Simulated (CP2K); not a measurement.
TaN:

```xyz
6
Lattice="5.1910 0.0000 0.0000 -2.5955 4.4955 0.0000 0.0000 0.0000 2.9080" Properties=species:S:1:pos:R:3 pbc="T T T"
Ta    2.5955    1.4985    1.4540
Ta    0.0000    2.9970    1.4540
Ta    0.0000    0.0000    0.0000
N    -1.2977    2.2478    0.0000
N     1.2977    2.2478    0.0000
N     2.5955    0.0000    0.0000
```

Base run:

```yaml
Program: CP2K 2026.2
Functional: BLYP
Potentials_or_basis: POTENTIAL_UZH Ta GTH-PBE-q13, N GTH-PBE-q5; DZVP-MOLOPT-PBE-GTH basis
Density_cutoff: 9184 eV
k_mesh: 6 × 6 × 9
Occupations: fermi-dirac, width 0.05 eV
Spin: no spin polarisation
```

Its results: band gap on the k mesh none (metal or under the smearing width); pressure 15.5 GPa.

**Question.** The run is repeated on the same cell with these changes: functional from BLYP to PBEsol. What comes out?

**Answer.** Band gap on the k mesh none (metal or under the smearing width); pressure -1.5 GPa.

PBEsol binds more tightly than BLYP, so the same cell stands under less pressure.

Caveats: the potentials were made for another functional, which shifts forces and pressure; spin-orbit coupling is left out, which moves the levels of the heavy elements; the basis of atomic orbitals isn't converged, which shifts pressures, moduli and gaps.
